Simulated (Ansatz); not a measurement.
A run of Ansatz 0.2.0 is set up as follows.

File input.yaml:

```yaml
crystal:
  lattice:
    - [2.5221, 0.0, 0.0]
    - [-1.26105, 2.1842026709, 0.0]
    - [0.0, 0.0, 8.2371]
  atoms:
    - { symbol: C, position: [0.6666666667, 0.3333333333, 0.84375] }
    - { symbol: C, position: [0.3333333333, 0.6666666667, 0.34375] }
    - { symbol: C, position: [0.6666666667, 0.3333333333, 0.65625] }
    - { symbol: C, position: [0.3333333333, 0.6666666667, 0.15625] }
    - { symbol: C, position: [0.0, 0.0, 0.90625] }
    - { symbol: C, position: [0.0, 0.0, 0.40625] }
    - { symbol: C, position: [0.0, 0.0, 0.59375] }
    - { symbol: C, position: [0.0, 0.0, 0.09375] }
hamiltonian:
  xc: { exchange: slater, correlation: vwn5 }
  pseudopotentials: { kind: paw }
kpoints:
  mp_grid: { grid: [12, 12, 4] }
scf:
  occupations: { method: fermi_dirac, width: 0.05 }
output:
  forces: true
  stress: true
relax:
  f_tol: 0.01
  max_steps: 40
  cell: { stress_tol: 0.05 }
```

Potentials or basis: Ansatz PAW.

Command:

```sh
$ ansatz run input.yaml --threads 2 --pin off --max-ram 5120MiB --backend cpu --events-out ev --progress --plain --runs-dir out
```

(1) Estimate the relaxed cell.

(2) What does it give for the relaxed volume?

(3) Estimate the space group after relaxing (to 0.05 Å).

(4) What does it give for the band gap on the k mesh?

## Answers

(1) a = 2.489 Å, b = 2.489 Å, c = 8.213 Å, α = 90.00°, β = 90.00°, γ = 120.00°.

(2) 5.51 Å³/atom.

(3) P6_3/mmc (No. 194).

(4) 4.59 eV.

Caveat: the plane-wave basis is chosen anew once the cell has moved, so the energies of steps on either side of that aren't comparable; the pressure holds a Pulay correction of +1.3 GPa for the finite cutoff; the PAW data sets come from PBE, with cores solved anew for the run's functional, which leaves a small shift of forces and pressure.
